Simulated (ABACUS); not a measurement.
The system is TaN.

```
Ta N
1.0
     0.00000    2.21132    2.21132
     2.21132    0.00000    2.21132
     2.21132    2.21132    0.00000
Ta N
1 1
Direct
  0.50000 0.50000 0.50000
  0.00000 0.00000 0.00000
```

The cell comes from a database or a generator and needn't be the stable form of this composition.

| Item | Value |
| --- | --- |
| Program | ABACUS 3.10.1 |
| Task | single point |
| Functional | PBEsol |
| Potentials or basis | PseudoDojo NC SR 0.4.1 PBEsol standard |
| Cutoff | 1143 eV |
| Density cutoff | 4572 eV |
| Basis | plane waves |
| k mesh | 10 × 10 × 10 |
| Occupations | fermi-dirac, width 0.05 eV |
| Spin | no spin polarisation |

On this cell: pressure -11.1 GPa; largest force zero by symmetry; band gap on the k mesh none (metal or under the smearing width).

The same run follows on a disturbed copy (atoms moved at random, drawn with an rms of 0.05 Å):

```
Ta N
1.0
     0.00000    2.21132    2.21132
     2.21132    0.00000    2.21132
     2.21132    2.21132    0.00000
Ta N
1 1
Direct
  0.51353 0.48421 0.52898
  0.98710 0.98530 0.01570
```

Question: What does the disturbed cell give?

Answer: The energy (extrapolated to zero smearing) moves by +15.5 meV/atom; pressure -9.3 GPa; largest force 0.770 eV/Å; band gap on the k mesh none (metal or under the smearing width).

Forces on the atoms (eV/Å):
```
Ta  -0.191 -0.625 -0.407
N    0.191  0.625  0.407
```

Stress tensor (GPa, compression positive):
```
-10.45  -0.16  -0.06
 -0.16  -7.98  -0.26
 -0.06  -0.26  -9.57
```
